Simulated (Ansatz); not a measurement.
Two Ansatz runs on W

The structure is an experimental refinement, used without relaxation. It was measured hot, at 2171 K.

First run: DFT, r2SCAN, PAW with Ansatz's default frozen-core files, scalar-relativistic (Ansatz 0.2.0).

Command: `ansatz run input.yaml --threads 1 --pin off --max-ram 2048MiB --backend cpu --events-out ev --progress --plain --runs-dir out` The run took 5.5 s on 1 thread of Arm Neoverse V1, with other jobs on the host, peak memory 0.4 GiB.

```yaml
crystal:
  lattice:
    - [-1.5973, 1.5973, 1.5973]
    - [1.5973, -1.5973, 1.5973]
    - [1.5973, 1.5973, -1.5973]
  atoms:
    - { symbol: W, position: [0.0, 0.0, 0.0] }
kpoints:
  mp_grid: { grid: [14, 14, 14] }
  band_path:
    path:
      - [0.0, 0.0, 0.0]
      - [0.5, -0.5, 0.5]
      - [0.0, 0.0, 0.5]
      - [0.0, 0.0, 0.0]
      - [0.25, 0.25, 0.25]
      - [0.5, -0.5, 0.5]
      - [0.25, 0.25, 0.25]
      - [0.0, 0.0, 0.5]
    npoints: 5
scf:
  occupations: { method: fermi_dirac, width: 0.03 }
hamiltonian:
  xc: r2scan
  pseudopotentials: { kind: paw }
output:
  forces: true
  stress: true
  eigenvalues: true
  efg: { contact_densities: true }
```

Result: converged; pressure -7.11 GPa; no gap on the k mesh; 6 SCF iterations.

No spin–orbit coupling, which matters for the heavy atoms here.

The input is then changed:

```diff
@@ -5,7 +5,7 @@
     - [1.5973, 1.5973, -1.5973]
   atoms:
-    - { symbol: W, position: [0.0, 0.0, 0.0] }
+    - { symbol: W, position: [0.0, 0.0, 0.0], spin: 0.2 }
 kpoints:
-  mp_grid: { grid: [14, 14, 14] }
+  mp_grid: { grid: [21, 21, 21] }
   band_path:
     path:
@@ -24,4 +24,5 @@
   xc: r2scan
   pseudopotentials: { kind: paw }
+  hubbard: { sites: [{ species: W, l: d, u_eff: 4.0 }], double_counting: fll }
 output:
   forces: true
@@ -29,3 +30,5 @@
   eigenvalues: true
   efg: { contact_densities: true }
+magnetization:
+  spin_polarized: true
```

Q: What does the second run give?

A: It converged; pressure -3.00 GPa; moment 0.00 μB; 44 SCF iterations.

The results part of its log:

```
SCF 2 converged in 24 iterations: F = -10392.465829 eV  dr2 = 4.74e-11
WARN: the starting moments were not kept: the SCF closed with an absolute magnetisation of 3.4e-6 μB, where they sum to 0.2 μB in size (1 site). That is at most 0.1 of that sum. Measured as dr2_m measures the in/out step, that magnetisation stands 3.0e-12 eV from none, at or under the dr2_threshold of 1.0e-7 eV: it is no larger than a step whose dr2_m would equal this threshold. The system may hold no moment; this SCF shows only that its start led to no more than that. To try another start: raise the starting moments (crystal.atoms[].spin, magnetization.per_species, magnetization.initial_magnetization, or on a non-collinear deck that types none of these the spinor_matrix: blocks that start its atoms; where the total moment is fixed, keep their sum and leave initial_magnetization as it is; typed ones take the place of any that the run laid by itself, positive ones on a crystal's lanthanoids without a Hubbard term where scf.initial_density.shell_occupations: [] is typed) or, if the notice of its spin-set hold's release reads "site moments contracting" or "site moments show no strong build", lengthen the hold (scf.mixing.spin_hold: { on: { confirm: 4 } }; for m-r²SCAN on two components see the key's manual first). Each may lead to a state that holds a moment. A second SCF, from the converged charge density, with the starting moments and any scf.initial_density.shell_occupations laid on it anew, would have followed, and was not run: the deck does not ask for one (magnetization.retry_lost_moments is false, the default). To let it run, set magnetization.retry_lost_moments: true and run the deck again, where that key's refused combinations let it; where memory then withholds it, that run's warning says so.
this state was not tested for a lower state beside it, because the mixer in use, unlike msr1, does not test its closes by its own steps (another_mixer; see scf.mixing.algorithm and scf.lower_state_search)
NSCF: frozen V_eff on 36 k-points
SCF converged after 20 iterations
Magnetization: -0.0000 μB (7.0000 up, 7.0000 down)
Absolute magnetization: 0.0000 μB (∫|ρ↑−ρ↓|, with the PAW one-centre terms)
Spin contamination: 0.0000 ħ² per cell (⟨S²⟩ above its minimum at these occupations)
Per-site moments (μB) at R_I (Å): [(-1.910628268021534e-6, 1.1412244614085292)]
Free energy (F): -10392.465829 eV
Harris-Foulkes:  -10392.465829 eV  (|F-HF|=1.46e-11)
Internal energy: -10392.463931 eV  (E = F + TS)
E sigma→0 (E₀):  -10392.464880 eV
Entropy (-TS):   -0.001898 eV (-1.898 meV/atom)
Fermi energy:    21.599045 eV
--- Per-component energies (eV) ---
  E_band       = -105.456948
  E_kinetic    = 449.961067
  E_local      = -619.324971  (includes V_loc(G=0)·N_el)
  E_nonlocal   = 0.864131
  E_hartree    = 221.381882
  E_xc         = -248.851119
  E_vxc        = -259.525798  (∫ρ·V_xc dr)
  E_hubbard    = 4.732177  (on-site DFT+U / exact-exchange correction)
  E_vhub       = -0.477456  (the Hubbard potential's part of the band-sum identity)
  E_paw        = -8593.063877  (= ΣΔE_a)
  E_vpaw       = -133.062840  (= ΣTr[D̂ρ^β])
  E_aug_tail   = -0.000049  (compensation charges beyond the density's cutoff)
  E_vtau       = 13.345198  (kinetic-family band-sum trace: ∫τ·v_τ [+ j·A + Jᵃ·Aᵃ] dr)
  E_ewald      = -1607.575222
  E_core_change = -0.587949  (= ΣΔE_core)
  E_smearing   = -0.001898  (= −TS)
  E_closure    = -0.000000  (closes the sum)
  Σ components = -10392.465829   (vs F -10392.465829, Δ=0.00e0)
--- Forces (eV/Å), atoms counted from 1 ---
  atom   1  W     -0.00000000    -0.00000000     0.00000000
  max |Σ_I F_I| component: 1.54e-32 eV/Å
--- Stress (GPa, compression-positive) ---
       -2.998618      -0.000000      -0.000000
       -0.000000      -2.998618       0.000000
       -0.000000       0.000000      -2.998618
  P = ⅓ Tr σ = -2.9986 GPa (-29.986 kbar)
--- PAW observables at the nuclei: V_zz in 10²¹ V/m², potentials from the cell's mean, atoms counted from 1 ---
  atom   1  W  V_zz =    -0.000000   η = 0.0000   by run symmetry: forbidden
            electrostatic potential = -14820.651164 V   contact ρ = 8818058.214965 e/Å³   contact ρ_s (e/Å³): all electrons -0.000058, valence -0.000047
--- Band table (eV; the first three rows and the last of 572) ---
  k-point 0 ↑: bands = ["-54.2552", "-17.2040", "-17.2040", "-17.2040", "11.8080", "20.1525", "20.1525", "20.1525", "24.9031", "24.9031", "36.8476", "36.8476"]
  k-point 1 ↑: bands = ["-54.2523", "-17.2343", "-17.2136", "-17.2041", "11.9197", "20.0845", "20.1385", "20.2595", "24.7879", "24.9022", "36.9425", "37.0356"]
  k-point 2 ↑: bands = ["-54.2439", "-17.3218", "-17.2411", "-17.2044", "12.2456", "19.8921", "20.0887", "20.5779", "24.5079", "24.9039", "37.1925", "37.5867"]
  k-point 285 ↓: bands = ["-54.0261", "-18.0877", "-18.0829", "-18.0829", "16.6374", "16.6507", "26.2696", "26.2696", "26.4842", "29.8955", "30.4180", "30.4180"]
Occupation matrices written to <dir>
```
